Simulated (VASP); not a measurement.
**PbO: single point with PBEsol**

The system is PbO.

```
Pb O
1.0
     0.00000    2.79878    2.79878
     2.79878    0.00000    2.79878
     2.79878    2.79878    0.00000
Pb O
1 1
Direct
  0.00000 0.00000 0.00000
  0.25000 0.25000 0.25000
```

The cell was built by a generator and needn't be a form met in nature.

| Property | Result |
| --- | --- |
| Program | VASP 6.6.1 |
| Task | single point |
| Functional | PBEsol |
| Potentials or basis | VASP PAW PBE potentials, release 64 (Pb_d, O) |
| Cutoff | 520 eV |
| k mesh | 6 × 6 × 6 |
| Occupations | gaussian, width 0.01 eV |
| Spin | no spin polarisation |

| Item | Value |
| --- | --- |
| Pressure | -0.9 GPa |
| Band gap on the k mesh | 0.39 eV, indirect (least direct gap 0.54 eV) |

Levels at points of the mesh, in eV from the valence-band top:
```
           k point  band 7  band 8  band 9  band 10  band 11  band 12  band 13  band 14
(0.00, 0.00, 0.00)   -6.82   -2.25   -2.25    -2.25     5.27     5.27     5.27     8.04
(0.50, 0.00, 0.00)   -7.88   -2.73   -2.73    -2.22     2.41     5.47     5.47     8.65
(0.50, 0.50, 0.00)   -7.87   -3.52   -3.52    -0.14     0.39     5.88     5.88     6.26
```

Wall time 12 s on 1 thread of Intel(R) Xeon(R) Platinum 8559C (Emerald Rapids), on a shared host, peak memory 0.17 GiB.

Caveat: the PAW data sets were made with another functional, which shifts forces and pressure a little; spin-orbit coupling is left out, which as a rule narrows the gap of such compounds by several tenths of an eV. A k mesh can miss the band edges.
